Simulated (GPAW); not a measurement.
Input of a GPAW 26.7.0 run:

run.py

```python
from ase.dft.bandgap import bandgap
from ase.io import read, write
from ase.units import Bohr, GPa
from gpaw import GPAW, PW
from gpaw.elf import elf_from_dft_calculation

atoms = read('CsSnI3.xyz')

calc = GPAW(mode=PW(600),
            xc='PBE',
            kpts={'size': (4, 4, 4), 'gamma': True},
            occupations={'name': 'fermi-dirac', 'width': 0.05},
            nbands=37,
            convergence={'density': 1e-05, 'energy': 1e-05},
            maxiter=150,
            txt='gpaw.txt')
atoms.calc = calc
energy = atoms.get_potential_energy()
forces = atoms.get_forces()
stress = atoms.get_stress()
calc.write('gs.gpw')
write('result.traj', atoms)
print(f'Energy: {energy:.6f} eV')
print('Forces (eV/A):')
print(forces.round(4))
print('Stress (GPa):', (stress / GPa).round(3))
print('Fermi level:', round(calc.get_fermi_level(), 4), 'eV')
print(f'Gap: {bandgap(calc)[0]:.4f} eV, direct: {bandgap(calc, direct=True)[0]:.4f} eV')

# fields on the real-space grid
write('density.cube', atoms, data=calc.get_pseudo_density() * Bohr**3)
write('potential.cube', atoms, data=calc.get_electrostatic_potential())
write('elf.cube', atoms, data=elf_from_dft_calculation(calc).data)
```

File CsSnI3.xyz:

```xyz
5
Lattice="6.2057000000 0.0620570000 0.0000000000 0.0620570000 6.2057000000 0.0000000000 0.0000000000 0.0000000000 6.2057000000" Properties=species:S:1:pos:R:3 pbc="T T T"
Cs     0.0000000000      0.0000000000      0.0000000000
I      3.1338785000      3.1338785000      0.0000000000
I      3.1028500000      0.0310285000      3.1028500000
I      0.0310285000      3.1028500000      3.1028500000
Sn     3.1338785000      3.1338785000      3.1028500000
```

Potentials or basis: GPAW PAW data sets (gpaw-data 1.2.1), pw.

Launch:

```bash
$ OMP_NUM_THREADS=1 python run.py
```

(1) Predict the pressure.

(2) Estimate the band gap on the k mesh.

Answers

(1) 0.8 GPa.

(2) 0.26 eV, direct.

Caveat: the density grid can change from cell to cell, which puts small steps into energies and stress; spin-orbit coupling is left out, which moves the levels of the heavy elements; the cell was measured hot, at 500 K.
